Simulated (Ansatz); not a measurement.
# CoSi2: the cost of one run

Program: Ansatz 0.2.0. Level of theory: DFT PBE, scalar-relativistic, plane waves, PAW. These are calculated values, not measurements.

The COD entry's cell or inner coordinates are ideal or old and differ from later refinements, so a difference from it is no clean test against experiment.

1 further run of the same task is left out (set aside as unsound or not needed).

### 1 The structure to begin with

It takes space group Fm-3m (No. 225, cubic). The conventional cell has a = 5.360 Å, b = 5.360 Å, c = 5.360 Å, α = 90.00°, β = 90.00°, γ = 90.00°. Co (site symmetry m-3m) is surrounded by 8 Si at 2.32 Å. Si (site symmetry -43m) is surrounded by 4 Co at 2.32 Å.

As a file:

```cif
data_structure
_symmetry_space_group_name_H-M 'P 1'
_symmetry_Int_Tables_number 1
_cell_length_a 3.7900
_cell_length_b 3.7900
_cell_length_c 3.7900
_cell_angle_alpha 60.000
_cell_angle_beta 60.000
_cell_angle_gamma 60.000
_cell_volume 38.49
loop_
_atom_site_label
_atom_site_type_symbol
_atom_site_fract_x
_atom_site_fract_y
_atom_site_fract_z
_atom_site_occupancy
Co1 Co 0.00000 0.00000 0.00000 1
Si1 Si 0.25000 0.25000 0.25000 1
Si2 Si 0.75000 0.75000 0.75000 1
```

It is the result of an earlier relaxation at this level (volume 12.83 Å³/atom; gap on the mesh: none (metal)).

### 2 The [001] wire, 18 host atoms a period

The wire is cut from the relaxed crystal, periodic along c with vacuum across. Atoms and period relax; energies count from the bulk, -2133.0585 eV an atom.

The cell holds 6 Co, 12 Si: a = 15.700 Å, b = 16.000 Å, c = 5.360 Å, α = 90.00°, β = 90.00°, γ = 90.00°.

### 3 Relaxation

Pressure and volume refer to the whole cell with its vacuum; only the period along c may change.

The input, input.yaml:

```yaml
crystal:
  lattice:
    - [15.7, 0.0, 0.0]
    - [0.0, 16.0, 0.0]
    - [0.0, 0.0, 5.3598438608]
  atoms:
    - { symbol: Co, position: [0.5426739161, 0.5418737802, 0.0] }
    - { symbol: Si, position: [0.2866304196, 0.4581262198, 0.75] }
    - { symbol: Si, position: [0.6280217483, 0.4581262198, 0.75] }
    - { symbol: Si, position: [0.6280217483, 0.6256213405, 0.75] }
    - { symbol: Co, position: [0.5426739161, 0.3743786595, 0.5] }
    - { symbol: Co, position: [0.5426739161, 0.7093689008, 0.5] }
    - { symbol: Si, position: [0.6280217483, 0.6256213405, 0.25] }
    - { symbol: Si, position: [0.2866304196, 0.4581262198, 0.25] }
    - { symbol: Si, position: [0.6280217483, 0.4581262198, 0.25] }
    - { symbol: Co, position: [0.3719782517, 0.5418737802, 0.5] }
    - { symbol: Co, position: [0.7133695804, 0.5418737802, 0.5] }
    - { symbol: Si, position: [0.4573260839, 0.4581262198, 0.25] }
    - { symbol: Si, position: [0.4573260839, 0.2906310992, 0.25] }
    - { symbol: Si, position: [0.4573260839, 0.6256213405, 0.25] }
    - { symbol: Co, position: [0.3719782517, 0.3743786595, 0.0] }
    - { symbol: Si, position: [0.4573260839, 0.2906310992, 0.75] }
    - { symbol: Si, position: [0.4573260839, 0.6256213405, 0.75] }
    - { symbol: Si, position: [0.4573260839, 0.4581262198, 0.75] }
basis:
  ecutwfc: 420
kpoints:
  mp_grid: { grid: [1, 1, 10] }
hamiltonian:
  xc: pbe
scf:
  occupations: { method: gaussian, width: 0.05 }
output:
  forces: true
  stress: true
  eigenvalues: true
  populations: true
  write_density: true
  write_potential: true
  elf: true
  volumetric_format: npy
relax:
  adjacent_minimum: "off"
  f_tol: 0.02
  max_steps: 45
  cell: { fix: [a, b, alpha, beta, gamma], stress_tol: 0.03 }
```

On the command line:

```console
ansatz run input.yaml --threads 4 --pin off --max-ram 11264MiB --backend cpu --events-out ev --progress --plain --runs-dir out
```

Q: Estimate wall time and peak memory on 4 threads of Intel Xeon Platinum 8175M at 2.50GHz (Skylake/Cascade Lake), shared host.

About 4.4 min, with a peak of 2.8 GiB.
